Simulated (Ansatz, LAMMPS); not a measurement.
# Electronic structure of two particles of SiC after sintering (157 atoms)

Wanted: forces, charges and levels of two particles of SiC after sintering (157 atoms).

Method: Kohn-Sham DFT, PBE, PAW (set soft_2), plane waves, in Ansatz 0.2.0.

### 1. The structure

The cell holds 157 atoms: 79 C and 78 Si. Cell: a = 21.700 Å, b = 21.737 Å, c = 34.041 Å, α = 90.0°, β = 90.0°, γ = 90.0°. It derives from SiC (zincblende SiC). 2 sphere(s) of radius 5.95, 5.75 Å cut from zincblende SiC (a = 4.36 Å), turned at random and set in contact, in vacuum; annealed 20 ps at 1770 K with the Erhart-Albe potential (Erhart and Albe, Phys. Rev. B 71, 035211 (2005)), cooled to 300 K. Vacuum lies along a, b and c.

What the set-up can't give: The main run has no spin polarisation, so any moments at edges, vacancies or dangling bonds can't form in it.

### 2. The classical run that made the cell

A classical potential makes the cell, at a small fraction of what the same run would cost in DFT.

This step: classical MD, Erhart-Albe potential (Erhart and Albe, Phys. Rev. B 71, 035211 (2005)) (LAMMPS 22 Jul 2025 - Update 4).

Contents of in.lmp:

```
# two particles of SiC after sintering
units metal
atom_style atomic
boundary p p p
read_data data.lmp
pair_style tersoff
pair_coeff * * SiC_Erhart-Albe.tersoff C Si
neigh_modify delay 0 every 1 check yes
thermo_style custom step time temp pe press density
thermo_modify norm yes
timestep 0.0005
thermo 100
minimize 1e-6 1e-4 500 5000
reset_timestep 0
velocity all create 300 839484 mom yes rot yes dist gaussian
thermo 5000
fix md all nvt temp 300 1770 0.05
run 10000 post no
unfix md
thermo 6666
fix md all nvt temp 1770 1770 0.05
run 40000 post no
unfix md
thermo 6666
fix md all nvt temp 1770 300 0.05
run 20000 post no
unfix md
thermo 5000
fix md all nvt temp 300 300 0.05
run 10000 post no
unfix md
fix c all recenter 0.5 0.5 0.5 units fraction
run 1 post no
write_dump all custom end.dump id type xs ys zs modify sort id
```

Command:

```bash
$ lmp -in in.lmp -log none -nocite
```

Numbers of over 12 decimals in the logs are rounded to 6 here.

Log:

```text
LAMMPS (22 Jul 2025 - Update 4)
Reading data file ...
  orthogonal box = (0 0 0) to (21.70031 21.73712 34.04115)
  157 atoms
   Step          Time           Temp          PotEng         Press         Density
         0   0              0             -5.2113258     -6109.7883      0.32466632
        18   0.009          0             -5.2822698      405.98576      0.32466632
Loop time of 0.00838557 s on 1 MPI rank(s) for 18 steps with 157 atoms
Minimization stats:
  Stopping criterion = energy tolerance
  Energy initial, next-to-last, final =
     -5.21132577316385   -5.2822698121497  -5.28226984692928
  Force two-norm initial, final = 23.581321 2.2174281
  Iterations, force evaluations = 18 42
   Step          Time           Temp          PotEng         Press         Density
         0   0              300           -5.2822698      808.38526      0.32466632
      5000   2.5            933.40996     -5.1957154     -114.89589      0.32466632
     10000   5              1733.7804     -5.1420736     -1607.7112      0.32466632
Loop time of 2.12122 s on 1 MPI rank(s) for 10000 steps with 157 atoms
   Step          Time           Temp          PotEng         Press         Density
     10000   5              1733.7804     -5.1420736     -1607.7112      0.32466632
     13332   6.666          1754.5791     -5.136315      -2171.8099      0.32466632
     19998   9.999          1939.49       -5.116984       1669.2481      0.32466632
     26664   13.332         1867.8231     -5.166783       2197.3628      0.32466632
     33330   16.665         1905.0937     -5.1701746      141.29843      0.32466632
     39996   19.998         1574.5768     -5.1589901     -1512.6118      0.32466632
     46662   23.331         1748.6418     -5.1880564     -994.63643      0.32466632
[... 1 line left out ...]
Loop time of 8.63628 s on 1 MPI rank(s) for 40000 steps with 157 atoms
   Step          Time           Temp          PotEng         Press         Density
[... 5 lines left out ...]
Loop time of 4.24109 s on 1 MPI rank(s) for 20000 steps with 157 atoms
   Step          Time           Temp          PotEng         Press         Density
[... 1 line left out ...]
     75000   37.5           282.76053     -5.4189552      813.61338      0.32466632
     80000   40             324.76966     -5.4230333      498.70302      0.32466632
Loop time of 2.09903 s on 1 MPI rank(s) for 10000 steps with 157 atoms
WARNING: No fixes with time integration, atoms won't move
   Step          Time           Temp          PotEng         Press         Density
     80000   40             324.76966     -5.4230333      498.70302      0.32466632
     80001   40.0005        324.76966     -5.4230333      498.70302      0.32466632
Loop time of 0.000253991 s on 1 MPI rank(s) for 1 steps with 157 atoms
```

It took 17 s on 1 thread of Arm Neoverse V1, shared host; peak memory 0.089 GiB.

The input also reads data.lmp (atoms, bonds and types; not printed here).

### 3. Plane-wave single point

The electrons are solved once, with the atoms held.

Contents of input.yaml:

```yaml
crystal:
  lattice:
    - [21.70031, 0.0, 0.0]
    - [0.0, 21.73712, 0.0]
    - [0.0, 0.0, 34.04115]
  atoms:
    - { symbol: C, position: [0.38954, 0.6798, 0.22541] }
    - { symbol: C, position: [0.48946, 0.64881, 0.16369] }
    - { symbol: C, position: [0.53865, 0.72539, 0.23264] }
    - { symbol: Si, position: [0.41539, 0.63255, 0.18403] }
    - { symbol: C, position: [0.3886, 0.55382, 0.19864] }
    - { symbol: C, position: [0.35378, 0.7359, 0.33319] }
    - { symbol: Si, position: [0.45581, 0.72446, 0.24866] }
    - { symbol: C, position: [0.4623, 0.66856, 0.29236] }
    - { symbol: C, position: [0.47947, 0.76499, 0.34644] }
    - { symbol: C, position: [0.3549, 0.6445, 0.25665] }
    - { symbol: C, position: [0.2303, 0.57746, 0.32045] }
    - { symbol: Si, position: [0.33885, 0.56379, 0.24105] }
    - { symbol: C, position: [0.30877, 0.49631, 0.26715] }
    - { symbol: Si, position: [0.37616, 0.66167, 0.30795] }
    - { symbol: C, position: [0.36584, 0.60407, 0.34858] }
    - { symbol: Si, position: [0.24589, 0.5029, 0.3002] }
    - { symbol: C, position: [0.24816, 0.44597, 0.34084] }
    - { symbol: Si, position: [0.40725, 0.76631, 0.37065] }
    - { symbol: C, position: [0.42946, 0.70828, 0.4127] }
    - { symbol: Si, position: [0.28336, 0.59692, 0.36118] }
    - { symbol: C, position: [0.27756, 0.54174, 0.40314] }
    - { symbol: Si, position: [0.54813, 0.66028, 0.19934] }
    - { symbol: C, position: [0.54813, 0.59296, 0.23225] }
    - { symbol: C, position: [0.64086, 0.47784, 0.23236] }
    - { symbol: C, position: [0.68186, 0.6028, 0.26845] }
    - { symbol: C, position: [0.51651, 0.46723, 0.19688] }
    - { symbol: Si, position: [0.43413, 0.48521, 0.19857] }
    - { symbol: C, position: [0.3976, 0.41719, 0.21839] }
    - { symbol: C, position: [0.52955, 0.40401, 0.20883] }
    - { symbol: Si, position: [0.57692, 0.52281, 0.21269] }
    - { symbol: C, position: [0.58565, 0.45979, 0.28738] }
    - { symbol: Si, position: [0.45975, 0.35703, 0.2222] }
    [... 119 atom lines left out ...]
    - { symbol: Si, position: [0.65821, 0.31231, 0.65372] }
    - { symbol: Si, position: [0.67502, 0.5284, 0.75281] }
    - { symbol: C, position: [0.67457, 0.4465, 0.7664] }
    - { symbol: Si, position: [0.61402, 0.41328, 0.79862] }
    - { symbol: Si, position: [0.70469, 0.39816, 0.72659] }
    - { symbol: Si, position: [0.58005, 0.31865, 0.73214] }
kpoints:
  mp_grid: { grid: [1, 1, 1] }
hamiltonian:
  xc: pbe
scf:
  occupations: { method: fermi_dirac, width: 0.05 }
output:
  forces: true
  populations: true
  dos:
    method: { smearing: { sigma: 0.15 } }
    de: 0.1
    projected: { site_lists: { C: [C], Si: [Si] } }
  eigenvalues: true
  write_density: true
  write_potential: true
  volumetric_format: npy
```

Command:

```bash
$ ansatz run input.yaml --threads 8 --pin off --max-ram 31232MiB --backend cpu --events-out ev --progress --plain --runs-dir out
```

Log:

```text
Engine: ansatz 0.2.0, aarch64-unknown-linux-gnu
Pseudopotentials: kind: paw
Pseudopotential: C, paw, valence charge 4, recommended cutoff 420 eV (normal), C.paw.azcp
Pseudopotential: Si, paw, valence charge 4, recommended cutoff 420 eV (normal), Si.paw.azcp
[... 5 lines on functional and potentials left out ...]
Crystal: 157 atoms, lattice volume = 16057.287 Å³
Basis set: ecut = 420 eV, 313925 PW (Γ), exchange–correlation on 300×300×480 points (8 copies of the dense FFT grid, shifted against one another)
Bands: 471, of which v1, the nominal top of the filled ones, is band 314 counted from 1 (313 counted from 0)
Symmetry: 1 space group operations
Space group: P1 (ITA 1), of the structure as read, at distance tolerance 2.5e-4 Å
k-points: 1
[... 5 lines on functional and potentials left out ...]
Initial density: superposition of atomic densities (neutral atoms: chi_scale 0, normalization atom), corrected by the library's trained network
Initial wavefunctions: pseudopotential atomic-orbital guess
Functional: x = pbe(κ = 0.804, μ = 0.219515), c = pbe(β = 0.066725)
SCF iter   1: F=—  HF=-69255.811293 eV  |F-HF|=—  |Δ(HF+E_count)|=         —  Δρ=6.48e-3  dr2=4.63e1  ethr=1.77e-3  ⟨swp⟩=7.0  Hψ=2538  notcnv=0  defer=95
preconditioner: auto → LDOS  [metal: Δε(μ)=0.006 eV  Ē_g=9.189 eV  σ=0.050 eV  W_gap=0.03  n_scr=1104 (ndim 8)  ℏωp=7.3 eV  f_vac=0.802  D(μ)=80.24/eV (n_scr^D=238)  β→1.0]
SCF iter   2: F=—  HF=-69254.973413 eV  |F-HF|=—  |Δ(HF+E_count)|=   8.38e-1  Δρ=7.12e-3  dr2=3.75e1  ethr=1.77e-3  ⟨swp⟩=2.0  Hψ=619  notcnv=0  defer=101
SCF iter   3: F=—  HF=-69253.902556 eV  |F-HF|=—  |Δ(HF+E_count)|=    1.07e0  Δρ=1.46e-3  dr2=1.26e0  ethr=1.77e-3  ⟨swp⟩=3.0  Hψ=437  notcnv=0  defer=101
SCF iter   4: F=—  HF=-69253.892236 eV  |F-HF|=—  |Δ(HF+E_count)|=   1.03e-2  Δρ=6.36e-4  dr2=1.88e-1  ethr=2.00e-4  ⟨swp⟩=3.0  Hψ=549  notcnv=0  defer=98
SCF iter   5: F=—  HF=-69253.896927 eV  |F-HF|=—  |Δ(HF+E_count)|=   4.69e-3  Δρ=5.10e-4  dr2=1.55e-1  ethr=3.00e-5  ⟨swp⟩=1.0  Hψ=373  notcnv=0  defer=98
SCF iter   6: F=—  HF=-69253.895351 eV  |F-HF|=—  |Δ(HF+E_count)|=   1.58e-3  Δρ=2.16e-4  dr2=1.90e-2  ethr=2.48e-5  ⟨swp⟩=1.0  Hψ=373  notcnv=0  defer=98
SCF iter   7: F=—  HF=-69253.896791 eV  |F-HF|=—  |Δ(HF+E_count)|=   1.44e-3  Δρ=1.21e-4  dr2=5.53e-3  ethr=3.02e-6  ⟨swp⟩=2.0  Hψ=563  notcnv=0  defer=98
SCF iter   8: F=—  HF=-69253.897431 eV  |F-HF|=—  |Δ(HF+E_count)|=   6.40e-4  Δρ=8.14e-5  dr2=2.35e-3  ethr=8.81e-7  ⟨swp⟩=2.0  Hψ=645  notcnv=0  defer=98
SCF iter   9: F=—  HF=-69253.897548 eV  |F-HF|=—  |Δ(HF+E_count)|=   1.17e-4  Δρ=4.27e-5  dr2=6.84e-4  ethr=3.75e-7  ⟨swp⟩=2.0  Hψ=675  notcnv=0  defer=98
SCF iter  10: F=—  HF=-69253.897783 eV  |F-HF|=—  |Δ(HF+E_count)|=   2.35e-4  Δρ=2.61e-5  dr2=2.22e-4  ethr=1.09e-7  ⟨swp⟩=1.0  Hψ=373  notcnv=0  defer=98
SCF iter  11: F=—  HF=-69253.897906 eV  |F-HF|=—  |Δ(HF+E_count)|=   1.23e-4  Δρ=1.41e-5  dr2=5.46e-5  ethr=3.53e-8  ⟨swp⟩=2.0  Hψ=374  notcnv=0  defer=98
SCF iter  12: F=—  HF=-69253.897035 eV  |F-HF|=—  |Δ(HF+E_count)|=   8.70e-4  Δρ=8.37e-6  dr2=2.14e-5  ethr=8.70e-9  ⟨swp⟩=3.0  Hψ=831  notcnv=0  defer=98
SCF iter  13: F=—  HF=-69253.897054 eV  |F-HF|=—  |Δ(HF+E_count)|=   1.86e-5  Δρ=4.86e-6  dr2=7.43e-6  ethr=3.41e-9  ⟨swp⟩=1.0  Hψ=373  notcnv=0  defer=98
SCF iter  14: F=—  HF=-69253.897066 eV  |F-HF|=—  |Δ(HF+E_count)|=   1.24e-5  Δρ=2.23e-6  dr2=1.60e-6  ethr=1.18e-9  ⟨swp⟩=2.0  Hψ=375  notcnv=0  defer=98
SCF iter  15: F=—  HF=-69253.897070 eV  |F-HF|=—  |Δ(HF+E_count)|=   3.83e-6  Δρ=1.18e-6  dr2=6.78e-7  ethr=2.55e-10  ⟨swp⟩=2.0  Hψ=673  notcnv=0  defer=98
SCF iter  16: F=-69253.897072 eV  HF=-69253.897071 eV  |F-HF|=5.91e-7  |Δ(HF+E_count)|=   7.83e-7  Δρ=4.28e-7  dr2=5.71e-8  ethr=1.59e-11  ⟨swp⟩=41.0  Hψ=6133  notcnv=0
SCF 1 converged in 16 iterations: F = -69253.897072 eV  dr2 = 5.71e-8
  greatest PAW one-centre occupation: 0.690 electrons in one spin orbital (limit 2), on the Si atom at site 39 (counted from 0), in its partial waves of l = 0
WARN: The output density's exchange-correlation potential varies sharply where the density is thin. Do not read a vacuum level from v_tot or v_xc, or from such a field of the output density. On a cell that repeats whose density bears no net charge and no dipole along the vacuum's axis use v_es (v_loc + v_h of the components); [...]
SCF converged after 16 iterations
Free energy (F): -69253.897072 eV
Harris-Foulkes:  -69253.897071 eV  (|F-HF|=5.91e-7)
Internal energy: -69253.117202 eV  (E = F + TS)
E sigma→0 (E₀):  -69253.507137 eV
Entropy (-TS):   -0.779869 eV (-4.967 meV/atom)
Fermi energy:    -3.355414 eV
--- Per-component energies (eV) ---
  E_band       = -6000.549141
  E_kinetic    = 10078.655819
  E_local      = -263395.640029  (includes V_loc(G=0)·N_el)
  E_nonlocal   = 4102.812602
  E_hartree    = 126060.798564
  E_xc         = -8022.499888
  E_vxc        = -8241.654523  (∫ρ·V_xc dr)
  E_paw        = -47790.932113  (= ΣΔE_a)
  E_vpaw       = -666.323772  (= ΣTr[D̂ρ^β])
  E_aug_tail   = 0.000997  (compensation charges beyond the density's cutoff)
  E_ewald      = 109713.686845
  E_smearing   = -0.779869  (= −TS)
  E_closure    = 0.000000  (closes the sum)
  Σ components = -69253.897072   (vs F -69253.897072, Δ=0.00e0)
--- Forces (eV/Å), atoms counted from 1 ---
  atom   1  C     -1.00520884    -0.98074876     2.42430506
  atom   2  C     -0.26506649    -0.23587242     0.20974005
  atom   3  C     -0.44151627     0.46935739     0.71524640
  atom   4  Si     1.22243803    -1.25528123     0.05440789
  atom   5  C      0.44396769     0.86926260    -0.63082896
  atom   6  C      1.46261618     0.00042283     0.04852357
  atom   7  Si     0.61280142    -1.07521300     0.31388648
  atom   8  C     -0.04144951     0.16393517    -0.07888991
  atom   9  C      0.39483747    -0.03701957    -0.50956505
  atom  10  C      0.48055730     0.62866070    -2.38197956
  atom  11  C      0.79576636     0.45097175     0.33920846
  atom  12  Si     0.26085430    -0.23101220    -0.28233063
  atom  13  C     -0.02761092     1.36790274    -0.75247548
  atom  14  Si     0.47418164     2.03324850     0.95938636
[...]
atom 156  Si    -0.09277879     0.69853937    -0.54696040
  atom 157  Si    -0.16139695     1.14398714     0.80701614
  max |Σ_I F_I| component: 3.68e-5 eV/Å
--- Band table (eV) ---
  k-point 0: bands = ["-19.0741", "-18.7760", "-18.7017", "-18.4877", [... 455 levels ...], "1.7491", "1.7629", "1.7724", "1.7887", "1.7965", "1.8036", "1.8135", "1.8288", "1.8407", "1.8480", "1.8599", "1.8803"]
--- Löwdin populations: 157 sites ---
  site symbol       q [e]
     0      C      4.4776
     1      C      4.7496
     2      C      4.8554
[...]
156     Si      3.0639
  spilling = 0.013591 (of n_electrons = 628.000000)
```

Run time: 5.4 min. Hardware: 8 threads of Arm Neoverse V1, shared host; peak memory 18 GiB; 42 min of CPU time.

The program notes that the exchange-correlation potential is rough where the density is thin.

Read from the output:

```
free energy                             : -69253.8971 eV
free energy per atom                    : -441.1076 eV/atom
SCF cycles                              : 16
r.m.s. force component                  : 0.9599 eV/Å
longest force                           : 4.781 eV/Å
Fermi energy                            : -3.355 eV
levels partly filled by over 2 per cent : 19
spilling of the projection              : 0.01359
```

Length of the force by element:

| element | coordination | atoms | mean length of the force (eV/Å) | spread | least | most |
| --- | --- | --- | --- | --- | --- | --- |
| C | all | 79 | 1.30 | 0.783 | 0.187 | 4.78 |
| Si | all | 78 | 1.68 | 0.650 | 0.303 | 3.43 |

Löwdin charges by element (they lack the spilled electrons, 0.054 e an atom on average):

| element | coordination | atoms | mean charge (e) | spread | least | most |
| --- | --- | --- | --- | --- | --- | --- |
| C | all | 79 | -0.799 | 0.156 | -0.968 | -0.342 |
| Si | all | 78 | 0.919 | 0.171 | 0.514 | 1.16 |

Density of states as counts of states in windows of 1 eV (from the Fermi level), total and the larger projections:

| from (eV) | to (eV) | total | C p | Si p | Si s | C s |
| --- | --- | --- | --- | --- | --- | --- |
| -10 | -9 | 9.5 | 2.3 | 1.9 | 1.8 | 3.4 |
| -9 | -8 | 32.9 | 14.7 | 4.6 | 10.8 | 2.5 |
| -8 | -7 | 44.7 | 20.7 | 7.5 | 11.9 | 4.1 |
| -7 | -6 | 39.2 | 19.0 | 8.1 | 7.3 | 4.3 |
| -6 | -5 | 48.1 | 26.3 | 14.1 | 4.1 | 3.0 |
| -5 | -4 | 67.3 | 40.0 | 20.2 | 3.8 | 2.6 |
| -4 | -3 | 72.5 | 45.7 | 21.3 | 2.7 | 1.8 |
| -3 | -2 | 47.1 | 28.8 | 14.9 | 1.5 | 1.1 |
| -2 | -1 | 50.9 | 30.9 | 14.9 | 2.1 | 1.9 |
| -1 | 0 | 64.2 | 39.9 | 16.3 | 3.5 | 2.7 |
| 0 | 1 | 69.2 | 32.2 | 25.2 | 6.5 | 2.9 |
| 1 | 2 | 50.8 | 15.2 | 26.6 | 4.3 | 2.3 |
| 2 | 3 | 29.5 | 7.1 | 13.4 | 3.0 | 2.6 |
| 3 | 4 | 40.7 | 6.7 | 16.8 | 4.8 | 4.5 |

Between -16 and -10 eV lie 150 more states.

The levels nearest the highest filled one (over half full), pooled over k-points and spins:

| level less the highest filled one (eV) | occupation |
| --- | --- |
| -0.0879 | 1.79 |
| -0.0639 | 1.69 |
| -0.0426 | 1.56 |
| -0.0206 | 1.39 |
| -0.0128 | 1.32 |
| 0 | 1.2 |
| 0.0291 | 0.912 |
| 0.048 | 0.73 |
| 0.0665 | 0.568 |
| 0.0865 | 0.42 |
| 0.131 | 0.196 |
| 0.141 | 0.165 |

Valence density in the ac plane at fractional y = 0.457, with atoms of C and Si within 0.2 Å of it. It is the smooth field of the valence electrons, not physical close to the nuclei.

Ten steps, logarithmic in the rise over the least value, from '0' (0.0 e/Å³) to '9' (1.7 e/Å³), each cell a mean:
```
00000000000000000000000000000000000000000000
00000000000000000000000000000000000000000000
00000000000000000000111000000000000000000000
00000000000000122345555543222211100000000000
00000001112234689987656889886655554321000000
00001246787655667765556678765567999753100000
00001245777766545678887667776544566654321000
00000012457999876666544456787765566666653100
00000001357999764444556666555679998765432100
00000000123455556888775566655455665432100000
00000000000012356777644456776654321100000000
00000000000001123345655667888653210000000000
00000000000001124567765677888643221100000000
00000001223322346788754433334566665431000000
00000134665567788866678887544566655421111000
00013579987666888764345555445677654433333321
00023577765443333334565567788876666776532210
00001233456787655433445556788876554444210000
00000000123455567776556776555788865321100000
00000000000001345666678888643233211000000000
00000000000000001111112221100000000000000000
00000000000000000000000000000000000000000000
00000000000000000000000000000000000000000000
00000000000000000000000000000000000000000000
```
Columns run along a (16.0 Å, from fractional 0.12 to 0.86 of the cell), rows up along c (34.0 Å). Atoms in or near the plane, at fractional coordinates: C at (0.59, 0.29), C at (0.38, 0.37), Si at (0.50, 0.30), Si at (0.30, 0.38), C at (0.57, 0.49), C at (0.32, 0.64), C at (0.33, 0.68), C at (0.40, 0.80), Si at (0.49, 0.62), Si at (0.47, 0.83), Si at (0.52, 0.74), C at (0.66, 0.64).

Electrostatic potential energy in the ac plane at fractional y = 0.457, with atoms of C and Si within 0.2 Å of it. With pseudopotentials it is smooth inside the atoms' cores, unlike the true potential.

Ten even steps from '0' (-37 eV) to '9' (2 eV), each cell a mean:
```
99999999999999999999999999999999999999999999
99999999999999999999999999999999999999999999
99999999999999999999999999999999999999999999
99999999999999999999975446899999999999999999
99999999999999999732353114522577778999999999
99999999998668888876799874223788884016999999
99999999998534688887776663224789999888889999
99999999999886101675568899998532478873115899
99999999999983004888888644578876740036668899
99999999999999988887545311268888888888999999
99999999999999999887668899886311478999999999
99999999999999999999875324675224689999999999
99999999999999999999875324774347899999999999
99999999999999999987435899999998753358999999
99999999998400157544446874578898864468999999
99999999831145687434799998888887434789999999
99999999875689999999998510026543434788789999
99999999988888753478999865577534788888999999
99999999999999987887767887678888633799999999
99999999999999999997534673237999999999999999
99999999999999999999999999999999999999999999
99999999999999999999999999999999999999999999
99999999999999999999999999999999999999999999
99999999999999999999999999999999999999999999
```
Columns run along a (16.0 Å, from fractional 0.08 to 0.82 of the cell; values clipped at the 3rd and 97th percentile), rows up along c (34.0 Å). Atoms in or near the plane, at fractional coordinates: C at (0.59, 0.29), C at (0.38, 0.37), Si at (0.50, 0.30), Si at (0.30, 0.38), C at (0.57, 0.49), C at (0.32, 0.64), C at (0.33, 0.68), C at (0.40, 0.80), Si at (0.49, 0.62), Si at (0.47, 0.83), Si at (0.52, 0.74), C at (0.66, 0.64).

Mean Löwdin charges: C -0.80, Si +0.92 e (they miss 1.4 % of the electrons, so they add up to more than the cell's charge). Within 0.4 eV of the Fermi level the largest share is C p (57 % of the projected weight).

(Part 1 of 2 ends here.)

[Logs are printed without paths, hosts, clocks, repeated set-up lines and the standing remarks that a program may print on its own settings, such as how far it seeks lower states.]

[Hosts, paths, dates, database ids (printed as entryN), source tags and the programs' standing remarks are cut or masked in the printed files.]
